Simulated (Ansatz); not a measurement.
**PbSe (Fm-3m): how far a G0W0 gap depends on its settings**

How well converged is a G0W0 gap of rocksalt PbSe?

Code: Ansatz 0.2.0. G0W0, plane waves. Computed at 0 K without zero-point motion; spin polarisation is off.

**1. The structure to begin with**

The cell was relaxed beforehand with r2SCAN.

It is cubic, Fm-3m (No. 225); conventional cell a = 6.177 Å, 29.47 Å³ an atom. Around Pb lie 6 Se at 3.09 Å; around Se lie 6 Pb at 3.09 Å.

The structure in full:

```cif
data_structure
_symmetry_space_group_name_H-M 'Fm-3m'
_symmetry_Int_Tables_number 225
_cell_length_a 6.1774
_cell_length_b 6.1774
_cell_length_c 6.1774
_cell_angle_alpha 90.000
_cell_angle_beta 90.000
_cell_angle_gamma 90.000
_cell_volume 235.73
loop_
_atom_site_label
_atom_site_type_symbol
_atom_site_symmetry_multiplicity
_atom_site_Wyckoff_symbol
_atom_site_fract_x
_atom_site_fract_y
_atom_site_fract_z
_atom_site_occupancy
Pb1 Pb 4 a 0.00000 0.00000 0.00000 1
Se1 Se 4 b 0.50000 0.00000 0.00000 1
```

**2. 133 empty bands, 100 eV**

Input file input.yaml:

```yaml
crystal:
  lattice:
    - [0.0, 3.0887022195, 3.0887022195]
    - [3.0887022195, 0.0, 3.0887022195]
    - [3.0887022195, 3.0887022195, 0.0]
  atoms:
    - { symbol: Pb, position: [0.0, 0.0, 0.0] }
    - { symbol: Se, position: [0.5, 0.5, 0.5] }
kpoints:
  mp_grid: { grid: [6, 6, 6] }
hamiltonian:
  xc: pbe
scf:
  occupations: { method: fixed }
gw:
  n_empty_bands: 133
  ecut_chi: 100
  qp_bands: [v2, c2]
  qp_kpoints: band_edges
  screening: { model: contour_deformation }
```

**3. 323 empty bands, 180 eV**

Changes to input.yaml since step 2:

```diff
@@ -15,4 +15,4 @@
 gw:
-  n_empty_bands: 133
-  ecut_chi: 100
+  n_empty_bands: 323
+  ecut_chi: 180
   qp_bands: [v2, c2]
```

**4. 626 empty bands, 260 eV**

Changes to input.yaml since step 3:

```diff
@@ -15,4 +15,4 @@
 gw:
-  n_empty_bands: 323
-  ecut_chi: 180
+  n_empty_bands: 626
+  ecut_chi: 260
   qp_bands: [v2, c2]
```

**5. Starting from HSE06**

Changes to input.yaml since step 4:

```diff
@@ -11,3 +11,3 @@
 hamiltonian:
-  xc: pbe
+  xc: hse06
 scf:
@@ -15,4 +15,4 @@
 gw:
-  n_empty_bands: 626
-  ecut_chi: 260
+  n_empty_bands: 323
+  ecut_chi: 180
   qp_bands: [v2, c2]
```

**6. Starting from r2SCAN**

Changes to input.yaml since step 5:

```diff
@@ -11,3 +11,3 @@
 hamiltonian:
-  xc: hse06
+  xc: r2scan
 scf:
```

**7. Starting from PBE0**

Changes to input.yaml since step 6:

```diff
@@ -11,3 +11,3 @@
 hamiltonian:
-  xc: r2scan
+  xc: pbe0
 scf:
```

**8. A plasmon pole in place of the full frequency dependence**

Changes to input.yaml since step 7:

```diff
@@ -11,3 +11,3 @@
 hamiltonian:
-  xc: pbe0
+  xc: pbe
 scf:
@@ -19,2 +19,2 @@
   qp_kpoints: band_edges
-  screening: { model: contour_deformation }
+  screening: { model: godby_needs }
```

**9. A finer mesh, 8×8×8**

Changes to input.yaml since step 8:

```diff
@@ -9,3 +9,3 @@
 kpoints:
-  mp_grid: { grid: [6, 6, 6] }
+  mp_grid: { grid: [8, 8, 8] }
 hamiltonian:
@@ -15,6 +15,6 @@
 gw:
-  n_empty_bands: 323
-  ecut_chi: 180
+  n_empty_bands: 95
+  ecut_chi: 80
   qp_bands: [v2, c2]
   qp_kpoints: band_edges
-  screening: { model: godby_needs }
+  screening: { model: contour_deformation }
```

**10. Norm-conserving pseudopotentials**

Changes to input.yaml since step 9:

```diff
@@ -9,5 +9,6 @@
 kpoints:
-  mp_grid: { grid: [8, 8, 8] }
+  mp_grid: { grid: [6, 6, 6] }
 hamiltonian:
   xc: pbe
+  pseudopotentials: { kind: nc }
 scf:
@@ -15,4 +16,4 @@
 gw:
-  n_empty_bands: 95
-  ecut_chi: 80
+  n_empty_bands: 323
+  ecut_chi: 180
   qp_bands: [v2, c2]
```

What does the calculation give? Wanted: for each run, start; potentials; frequencies; empty bands; cutoff; Kohn-Sham gap; G0W0 gap.

The runs gave:

```
 start  potentials  frequencies  empty bands  cutoff (eV)   mesh  Kohn-Sham gap (eV)  G0W0 gap (eV)
   PBE         PAW         full          133          100  6×6×6                0.38           0.57
   PBE         PAW         full          323          180  6×6×6                0.38           0.76
   PBE         PAW         full          626          260  6×6×6                0.38           0.83
 HSE06         PAW         full          323          180  6×6×6                0.79           0.93
r2SCAN         PAW         full          323          180  6×6×6                0.67           0.85
  PBE0         PAW         full          323          180  6×6×6                1.34           1.08
   PBE         PAW         pole          323          180  6×6×6                0.38           0.64
   PBE         PAW         full           95           80  8×8×8                0.37           0.55
   PBE          NC         full          323          180  6×6×6                0.38           0.70
```

Gaps are those on each run's own mesh.

What this shows: With bands and cutoff raised together, from 133 bands at 100 eV to 626 at 260 eV, the gap moves by +0.27 eV, and on the last rung by +0.07 eV; extrapolated in 1/N from the last two rungs, the limit on this k mesh would lie near 0.9 eV. The starting point matters: against PBE, HSE06 gives +0.17 eV, r2SCAN gives +0.09 eV, PBE0 gives +0.32 eV. The plasmon pole changes the gap by -0.117 eV. Norm-conserving potentials change it by -0.059 eV. Spin-orbit coupling is left out.
